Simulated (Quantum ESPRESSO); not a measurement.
## CoO under changes of volume

One of the cells (9.584 Å³/atom); the others are scaled copies at fixed shape and fractional positions:

```xyz
2
Lattice="-1.5080 1.5080 2.1072 1.5080 -1.5080 2.1072 1.5080 1.5080 -2.1072" Properties=species:S:1:pos:R:3 pbc="T T T"
Co    0.0000    0.0000    0.0000
O     0.0000    0.0000    2.1072
```

- Program: Quantum ESPRESSO 7.5
- Functional: LDA
- Potentials or basis: GBRV 1.5 LDA
- Cutoff: 762 eV
- Density cutoff: 6095 eV
- k mesh: 12 × 12 × 12
- Occupations: fermi-dirac, width 0.05 eV
- Spin: collinear spin, ferromagnetic start
- Starting moments: [2.0, 0.0] μB

```csv
volume (Å³/atom),energy over the lowest point (meV/atom),pressure (GPa),moment (μB per cell)
9.009,0.00,-8.7,2.66
9.201,11.30,-11.1,2.81
9.392,25.79,-14.0,2.90
9.584,43.94,-17.0,2.95
9.776,65.62,-19.8,2.97
9.967,90.58,-22.3,2.99
10.159,?,?,?
```

Task: What does the run at 10.159 Å³/atom give?

Result: Energy over the lowest point 118.58 meV/atom; pressure -24.7 GPa; moment 2.99 μB per cell.

Worked out: A Birch-Murnaghan fit of order 3 (a polynomial in V^(-2/3)) to the other rows has no minimum within the range. It gives 119.19 meV/atom at 10.159 Å³/atom, against the run's 118.58, and -dE/dV = -25.3 GPa, against -24.7. A parabola through the other rows of the moment, of slope -0.282 μB per Å³/atom there, extrapolates to 2.94 μB, against the run's 2.99. The fit is too stiff a form for this range.

Energies are extrapolated to zero smearing.

Caveats: a cell with one magnetic atom can't hold antiferromagnetic order, which such compounds often take.
